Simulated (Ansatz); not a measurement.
# 3-layer 2H-MoSSe (2H stacking) in a perpendicular field, part 3 of 3

Wanted: the out-of-plane response of the 3-layer 2H-MoSSe (2H stacking). A positive field points along +c.

Ansatz 0.2.0; plane-wave DFT, PBE-D3(BJ), Ansatz PAW.

So far. Step 6 (Atoms held, field 0.2 V/Å): The dipole is 0.0673 e·Å, 0.168 e·Å from its value without field, and the gap 0.077 eV.

## Step 7: Atoms held, field 0.3 V/Å

input.yaml

```yaml
crystal:
  lattice:
    - [3.2137305482, 0.0, 0.0]
    - [-1.6068652741, 2.7831722956, 0.0]
    - [0.0, 0.0, 33.6612253976]
  atoms:
    - { symbol: Se, position: [0.3333333333, 0.6666666667, 0.2673699455] }
    - { symbol: Mo, position: [0.0, 0.0, 0.3181657227] }
    - { symbol: S, position: [0.3333333333, 0.6666666667, 0.3637002845] }
    - { symbol: Se, position: [0.0, 0.0, 0.4519071265] }
    - { symbol: Mo, position: [0.3333333333, 0.6666666667, 0.5026499718] }
    - { symbol: S, position: [0.0, 0.0, 0.5481557543] }
    - { symbol: Se, position: [0.3333333333, 0.6666666667, 0.6362903936] }
    - { symbol: Mo, position: [0.0, 0.0, 0.6870606477] }
    - { symbol: S, position: [0.3333333333, 0.6666666667, 0.7326300545] }
kpoints:
  mp_grid: { grid: [18, 18, 1] }
  band_path:
    path: [[0, 0, 0], [0.5, 0, 0], [0.33333333, 0.33333333, 0], [0, 0, 0]]
    npoints: 16
hamiltonian:
  xc: pbe
  dispersion: d3bj
scf:
  occupations: { method: fermi_dirac, width: 0.02585 }
  convergence: { dr2_threshold: 1.0e-10 }
efield:
  axis: 3
  dipole_correction: true
  ramp_position: 0.9607
  ramp_width: 0.0741
  amplitude: 0.3
output:
  write_potential: true
  write_density: true
  volumetric_format: npy
```

Run with:

```
$ ansatz run input.yaml --threads 4 --pin off --max-ram 8192MiB --backend cpu --events-out ev --progress --plain --runs-dir out
```

Numbers of over 12 decimals in the logs are rounded to 6 here.

The program printed:

```text
[...]
Crystal: 9 atoms, lattice volume = 301.078 Å³
Basis set: ecut = 420 eV, 5969 PW (Γ)
Bands: 65, of which v1, the nominal top of the filled ones, is band 54 counted from 1 (53 counted from 0)
Symmetry: 6 space group operations
[...]
k-points: 37 of 324 (time reversal used)
[...]
k-point 0: bands = [... 50 lower, 3.5261, 3.7009, 4.2261, 4.8163, 6.0594, 6.0594, 6.4021, 6.4021, ... 7 higher]
  k-point 1: bands = [... 50 lower, 3.4601, 3.7401, 4.2268, 4.7633, 5.9898, 6.1101, 6.2054, 6.3613, ... 7 higher]
  k-point 2: bands = [... 50 lower, 3.3286, 3.6476, 4.1707, 4.6120, 5.7133, 5.9465, 6.0838, 6.4085, ... 7 higher]
  k-point 36: bands = [... 50 lower, 2.5417, 3.1785, 3.8884, 4.6554, 4.8720, 5.5905, 5.8586, 6.3488, ... 7 higher]
[key lines of the parts left out:]
SCF converged after 20 iterations
Free energy (F): -33992.066747 eV
Fermi energy:    4.806785 eV
Dipole field:    D = 0.092569 V/Å  (p = 0.154022 e·Å, saw-weighted, corrected)
```

Elapsed: 85 s, on 4 threads of Arm Neoverse N1, shared host; peak memory 1.2 GiB; 5.6 min of CPU time.

The dipole is 0.154 e·Å, 0.254 e·Å from its value without field, and the gap 0.039 eV.

## Step 8: Response, atoms held

This step: plane-wave DFT, PBE-D3(BJ), Ansatz PAW; response to a field along the normal, atoms held (Ansatz 0.2.0).

The dipoles give the slope, and the difference of two potentials shows where the field is screened.

Numbers from this step:

* equivalent conductor thickness p/(ε₀AE): 16.51 Å
* distance between the outer atoms: 15.66 Å

Dipole of the cell against applied field:

```
applied field (V/Å)  dipole of the cell (e·Å)
             -0.100                    -0.181
              0.000                    -0.100
              0.100                   -0.0179
              0.200                    0.0673
              0.300                     0.154
```

Local field over the applied field, running mean. From the potentials at -0.1 and 0.1 V/Å; running mean over 2.8 Å. Local field over applied field against z:

```
z (Å)  local field over applied field
  4.5                           0.998
  5.0                           0.994
  5.5                           0.982
  6.0                           0.952
  6.5                           0.882
  7.0                           0.761
  7.5                           0.608
  8.0                           0.444
  8.5                           0.283
  9.0                           0.155
  9.5                          0.0763
 10.0                          0.0407
 10.5                          0.0283
 11.0                          0.0348
 11.5                          0.0547
 12.0                          0.0872
 12.5                           0.135
 13.0                           0.174
 13.5                           0.190
 14.0                           0.185
 14.5                           0.158
 15.0                           0.111
 15.5                          0.0664
 16.0                          0.0378
 16.5                          0.0251
 17.0                          0.0262
 17.5                          0.0411
 18.0                          0.0697
 18.5                           0.117
 19.0                           0.165
 19.5                           0.192
 20.0                           0.197
 20.5                           0.180
 21.0                           0.138
 21.5                          0.0889
 22.0                          0.0534
 22.5                          0.0356
 23.0                          0.0307
 23.5                          0.0462
 24.0                          0.0809
 24.5                           0.158
 25.0                           0.284
 25.5                           0.442
 26.0                           0.605
 26.5                           0.758
 27.0                           0.881
 27.5                           0.952
 28.0                           0.982
 28.5                           0.994
 29.0                           0.998
```

The induced electron density oscillates, so the rows of the table below give means over windows of 3.14 Å about each position, cut where the curve ends. Its maxima inside the range that stand out by 2 % of the span (Å: e/Å³ per V/Å): 7.9: 0.00361, 10.8: 6.4e-4, 14.2: 0.00153, 17.1: 3.0e-4, 20.5: 0.00157, 23.6: 4.0e-4, 24.8: -8.2e-4. Its minima: 10.0: -7.7e-4, 13.0: -0.00157, 16.2: -4.7e-4, 19.3: -0.00162, 22.4: -5.4e-4, 24.5: -1.0e-3, 25.6: -0.00365.

Electrons, planar mean, per unit field. Table of induced electron density by z; means over each step:

z (Å), induced electron density (e/Å³ per V/Å) and a bar from the least value:
```
     5.61    0.00030 #################
     8.75    0.00135 ##############################
    11.89   -0.00043 #########
    15.03    0.00046 ###################
    18.17   -0.00049 ########
    21.31    0.00048 ####################
    24.45   -0.00115 
    27.59   -0.00053 #######
```

The smaller of the gaps on the path and on the k-mesh, counted as 0 under 0.03 eV. Table of gap by applied field:

```
applied field (V/Å)  gap (eV)
             -0.100     0.355
              0.000     0.234
              0.100     0.136
              0.200    0.0766
              0.300    0.0386
```

By hand: between -0.1 and 0.1 V/Å the dipole changes by 0.1632 e·Å, a slope of 0.8161 e·Å²/V. A perfect conductor of thickness t has p = ε₀AEt, so t = 180.95 × 0.8161 / 8.944 = 16.51 Å (e/ε₀ = 180.95 V·Å, A in Å²).

The induced dipole is that of a conductor 16.51 Å thick.

## Step 9: Summary of results

| Property | Result |
| --- | --- |
| gap without field | 0.234 eV |
| ionisation energy, upper face | 5.83 eV |
| electron affinity, upper face | 5.60 eV |
| step between the vacuum levels | 2.03 eV |
| equivalent conductor thickness, atoms held | 16.5 Å |

What this shows: The induced dipole equals that of a perfect conductor 16.51 Å thick, while the outer atoms lie 15.66 Å apart; an out-of-plane ε follows only once a thickness t is chosen, by 1 − 1/ε = 16.51 Å / t. The two faces differ: the vacuum level above lies 2.03 eV higher than the one below. The gap goes from 0.23 eV to 0.04 eV at 0.3 V/Å. With the field reversed the gap is 0.36 eV at -0.1 V/Å. Semilocal functionals give gaps that are too small, and excitons are not included. Spin-orbit coupling is left out, which matters for the bands of elements this heavy.

[Logs are printed without paths, hosts, clocks, repeated set-up lines and the standing remarks that a program may print on its own settings, such as how far it seeks lower states.]

[Hosts, paths, dates, database ids (printed as entryN), source tags and the programs' standing remarks are cut or masked in the printed files.]

[Maps of the electrostatic potential energy from Ansatz leave out the sawtooth potential of an applied field or a dipole correction, so their vacuum need not be flat; planar profiles and work functions include it.]
